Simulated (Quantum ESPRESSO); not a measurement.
# InP: single point with LDA

**Experimental background.**

From a printed reference work, data compilation, for a bulk crystal of InP at 1.6 K: band gap 1.4236 eV (direct).

The system is InP.

```
CELL_PARAMETERS angstrom
0.00000 2.93050 2.93050
2.93050 0.00000 2.93050
2.93050 2.93050 0.00000
ATOMIC_POSITIONS crystal
In 0.00000 0.00000 0.00000
P 0.75000 0.75000 0.75000
```

```json
{
 "Program": "Quantum ESPRESSO 7.5",
 "Task": "single point",
 "Functional": "LDA",
 "Potentials or basis": "PseudoDojo 0.4.1 SR LDA standard",
 "Cutoff": "952 eV",
 "Density cutoff": "3810 eV",
 "k mesh": "6 × 6 × 6",
 "Occupations": "fixed",
 "Spin": "no spin polarisation"
}
```

```
Band gap on the k mesh, mean-field level : 0.49 eV, direct
```

Levels at points of the mesh, in eV from the valence-band top:
| k point | band 5 | band 6 | band 7 | band 8 | band 9 | band 10 | band 11 | band 12 | band 13 | band 14 |
| --- | --- | --- | --- | --- | --- | --- | --- | --- | --- | --- |
| (0.00, 0.00, 0.00) | -14.06 | -11.56 | 0.00 | 0.00 | 0.00 | 0.49 | 3.97 | 3.97 | 3.97 | 8.27 |
| (0.00, 0.00, -0.50) | -14.05 | -9.81 | -5.84 | -0.99 | -0.99 | 1.31 | 4.70 | 4.70 | 6.92 | 9.25 |
| (0.00, -0.50, -0.50) | -14.02 | -9.14 | -5.88 | -2.36 | -2.36 | 1.61 | 2.12 | 9.01 | 9.41 | 9.41 |

Wall time 87 s on 1 thread of AMD EPYC 7R43 64-Core Processor (Zen 3) (shared host), peak memory 0.08 GiB.

Measured gap of InP: 1.4236 eV (direct; 1.6 K; a printed reference work, data compilation). This calculation gives 0.49 eV (-0.94 eV). Spin-orbit coupling on In is left out. The value is that of LDA, without temperature or zero-point motion. Semilocal functionals fall short of measured gaps as a rule.

Caveat: spin-orbit coupling is left out, which moves the levels of the heavy elements.
